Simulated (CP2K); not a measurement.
Runs of CP2K 2026.2 on Ti. Symmetry: P6_3/mmc, No. 194, hexagonal system. The conventional cell has a = 2.950 Å, b = 2.950 Å, c = 4.680 Å, α = 90.00°, β = 90.00°, γ = 120.00°. Ti (site symmetry -6m2) is surrounded by 12 Ti at 2.89 to 2.95 Å. 

| task | level | potentials or basis | cell | k mesh | smearing | EPS_DEFAULT | k points reduced by the point group | NGRIDS | basis sets | potentials | gap on the mesh (eV) | pressure (GPa) | V0 of scaled cells (Å³/atom) | B0 (GPa) | largest force (eV/Å) |
| --- | --- | --- | --- | --- | --- | --- | --- | --- | --- | --- | --- | --- | --- | --- | --- |
| band structure | LDA | GTH_POTENTIALS Ti GTH-PADE-q12; TZVP-MOLOPT-PBE-GTH basis | as given | 10 × 10 × 6 | fermi-dirac 0.0259 eV | 1.0E-9 | yes | 5 | Ti TZVP-MOLOPT-PBE-GTH-q12 | Ti GTH-PADE-q12 of GTH_POTENTIALS | none | -9.5 | - | - | - |
| band structure | r2SCAN | POTENTIAL_UZH Ti GTH-SCAN-q12; TZVP-MOLOPT-SCAN-GTH basis | as given | 10 × 10 × 6 | fermi-dirac 0.0259 eV | 1.0E-9 | yes | 4 | Ti TZVP-MOLOPT-SCAN-GTH-q12 | Ti GTH-SCAN-q12 of POTENTIAL_UZH | none | -1.6 | - | - | 0.02 |
| relaxation of cell and atoms | LDA | GTH_POTENTIALS Ti GTH-PADE-q12; TZVP-MOLOPT-PBE-GTH basis | relaxed | 8 × 8 × 5 | fermi-dirac 0.05 eV | 1.0E-10 | - | 5 | Ti TZVP-MOLOPT-PBE-GTH-q12 | Ti GTH-PADE-q12 of GTH_POTENTIALS | none | 0.0 | - | - | 0.04 |
| equation of state | PBE | POTENTIAL_UZH Ti GTH-PBE-q12; TZVP-MOLOPT-PBE-GTH basis | as given | 10 × 10 × 6 | fermi-dirac 0.05 eV | 1.0E-10 | yes | 5 | Ti TZVP-MOLOPT-PBE-GTH-q12 | Ti GTH-PBE-q12 of POTENTIAL_UZH | - | - | 17.41 | 112 | - |
| band structure | PBEsol | POTENTIAL_UZH Ti GTH-PBE-q12; TZVP-MOLOPT-PBE-GTH basis | as given | 10 × 10 × 6 | fermi-dirac 0.1 eV | 1.0E-9 | yes | 5 | Ti TZVP-MOLOPT-PBE-GTH-q12 | Ti GTH-PBE-q12 of POTENTIAL_UZH | none | -5.4 | - | - | - |
| equation of state | PBEsol | POTENTIAL_UZH Ti GTH-PBE-q12; TZVP-MOLOPT-PBE-GTH basis | as given | 10 × 10 × 6 | fermi-dirac 0.05 eV | 1.0E-10 | yes | 4 | Ti TZVP-MOLOPT-PBE-GTH-q12 | Ti GTH-PBE-q12 of POTENTIAL_UZH | - | - | (a) | (b) | - |
| band structure | LDA | GTH_POTENTIALS Ti GTH-PADE-q12; TZVP-MOLOPT-PBE-GTH basis | as given | 10 × 10 × 6 | fermi-dirac 0.05 eV | 1.0E-10 | yes | 5 | Ti TZVP-MOLOPT-PBE-GTH-q12 | Ti GTH-PADE-q12 of GTH_POTENTIALS | none | -9.5 | - | - | - |
| band structure | PBEsol | POTENTIAL_UZH Ti GTH-PBE-q12; TZVP-MOLOPT-PBE-GTH basis | as given | 10 × 10 × 6 | fermi-dirac 0.05 eV | 1.0E-9 | yes | 4 | Ti TZVP-MOLOPT-PBE-GTH-q12 | Ti GTH-PBE-q12 of POTENTIAL_UZH | none | -5.5 | - | - | - |
| band structure | r2SCAN | POTENTIAL_UZH Ti GTH-SCAN-q12; TZVP-MOLOPT-SCAN-GTH basis | as given | 10 × 10 × 6 | fermi-dirac 0.05 eV | 1.0E-10 | yes | 5 | Ti TZVP-MOLOPT-SCAN-GTH-q12 | Ti GTH-SCAN-q12 of POTENTIAL_UZH | none | -1.6 | - | - | 0.02 |
| single point | PBE | POTENTIAL_UZH Ti GTH-PBE-q12; TZVP-MOLOPT-PBE-GTH basis | as given | 10 × 10 × 6 | fermi-dirac 0.05 eV | 1.0E-10 | yes | 5 | Ti TZVP-MOLOPT-PBE-GTH-q12 | Ti GTH-PBE-q12 of POTENTIAL_UZH | none | -1.3 | - | - | - |
| relaxation of cell and atoms | PBEsol | POTENTIAL_UZH Ti GTH-PBE-q12; TZVP-MOLOPT-PBE-GTH basis | relaxed | 8 × 8 × 5 | fermi-dirac 0.01 eV | 1.0E-10 | - | 5 | Ti TZVP-MOLOPT-PBE-GTH-q12 | Ti GTH-PBE-q12 of POTENTIAL_UZH | none | 0.0 | - | - | 0.02 |
| single point | PBEsol | POTENTIAL_UZH Ti GTH-PBE-q12; TZVP-MOLOPT-PBE-GTH basis | as given | 10 × 10 × 6 | fermi-dirac 0.05 eV | 1.0E-10 | yes | 5 | Ti TZVP-MOLOPT-PBE-GTH-q12 | Ti GTH-PBE-q12 of POTENTIAL_UZH | none | -5.5 | - | - | - |

Alike in all rows: no spin polarisation.

Question: Fill in the values left out.

Answer: (a) 16.77; (b) 118.

Caveats: the basis of atomic orbitals isn't converged, which shifts pressures, moduli and gaps; the potentials were made for another functional, which shifts forces and pressure (some runs); more than 0.5 GPa of stress was left at the end, so the final cell isn't listed (some runs); the cell was scaled at fixed shape and fractional positions, which overstates the stiffness of a crystal with free parameters, most of all of layers and chains (some runs).

A k mesh can miss the band edges.

A gap of «none» marks a metal or a gap under the smearing width.

Not every run made on this cell is shown here.
